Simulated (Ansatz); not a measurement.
# Te2Mo: the cost of one run

Program: Ansatz 0.2.0. Level of theory: DFT PBE+D3(BJ), scalar-relativistic, plane waves, PAW. These are calculated values, not measurements.

3 further runs of the same task are left out: 2 that didn't finish, 1 set aside as unsound or not needed.

## Step 1: The structure to begin with

Symmetry: P6_3/mmc, No. 194, hexagonal system. The conventional cell has a = 3.496 Å, b = 3.496 Å, c = 13.701 Å, α = 90.00°, β = 90.00°, γ = 120.00°. Te (site symmetry 3m) is surrounded by 3 Mo at 2.72 Å. Mo (site symmetry -6m2) is surrounded by 6 Te at 2.72 Å.

Structure file:

```cif
data_structure
_symmetry_space_group_name_H-M 'P6_3/mmc'
_symmetry_Int_Tables_number 194
_cell_length_a 3.4964
_cell_length_b 3.4964
_cell_length_c 13.7008
_cell_angle_alpha 90.000
_cell_angle_beta 90.000
_cell_angle_gamma 120.000
_cell_volume 145.05
loop_
_atom_site_label
_atom_site_type_symbol
_atom_site_symmetry_multiplicity
_atom_site_Wyckoff_symbol
_atom_site_fract_x
_atom_site_fract_y
_atom_site_fract_z
_atom_site_occupancy
Te1 Te 4 f 0.33333 0.66667 0.61734 1
Mo1 Mo 2 c 0.33333 0.66667 0.25000 1
```

It is the result of an earlier relaxation at this level (volume 24.18 Å³/atom; gap on the mesh: 0.65 eV).

## Step 2: Static run: bands, density of states and charges

File input.yaml:

```yaml
crystal:
  lattice:
    - [3.4964011302, 0.0, 0.0]
    - [-1.7482005651, 3.0279722006, 0.0]
    - [0.0, 0.0, 13.7008448902]
  atoms:
    - { symbol: Te, position: [0.3333333333, 0.6666666667, 0.6173401539] }
    - { symbol: Te, position: [0.6666666667, 0.3333333333, 0.1173401539] }
    - { symbol: Te, position: [0.3333333333, 0.6666666667, 0.8826598461] }
    - { symbol: Te, position: [0.6666666667, 0.3333333333, 0.3826598461] }
    - { symbol: Mo, position: [0.3333333333, 0.6666666667, 0.25] }
    - { symbol: Mo, position: [0.6666666667, 0.3333333333, 0.75] }
basis:
  ecutwfc: 420
kpoints:
  mp_grid: { grid: [12, 12, 2] }
  band_path:
    path:
      - [[0.0, 0.0, 0.0], [0.5, 0.0, 0.0], [0.33333333, 0.33333333, 0.0], [0.0, 0.0, 0.0], [0.0, 0.0, 0.5], [0.5, 0.0, 0.5], [0.33333333, 0.33333333, 0.5], [0.0, 0.0, 0.5]]
      - [[0.5, 0.0, 0.5], [0.5, 0.0, 0.0]]
      - [[0.33333333, 0.33333333, 0.5], [0.33333333, 0.33333333, 0.0]]
    npoints: 14
hamiltonian:
  xc: pbe
  dispersion: d3bj
scf:
  occupations: { method: gaussian, width: 0.02 }
  n_extra_bands: 15
output:
  forces: true
  stress: true
  eigenvalues: true
  populations: true
  dos: { projected: true, de: 0.02, nscf_kmesh: { grid: [18, 18, 3] } }
  bader: true
  write_density: true
  write_potential: true
  elf: true
  volumetric_format: npy
```

Launch:

```
$ ansatz run input.yaml --threads 2 --pin off --max-ram 5120MiB --backend cpu --events-out ev --progress --plain --runs-dir out
```

**Question.** How long does this run take on 2 threads of Arm Neoverse V1, shared host, and how much memory does it need?

About 62 s, with a peak of 0.86 GiB.
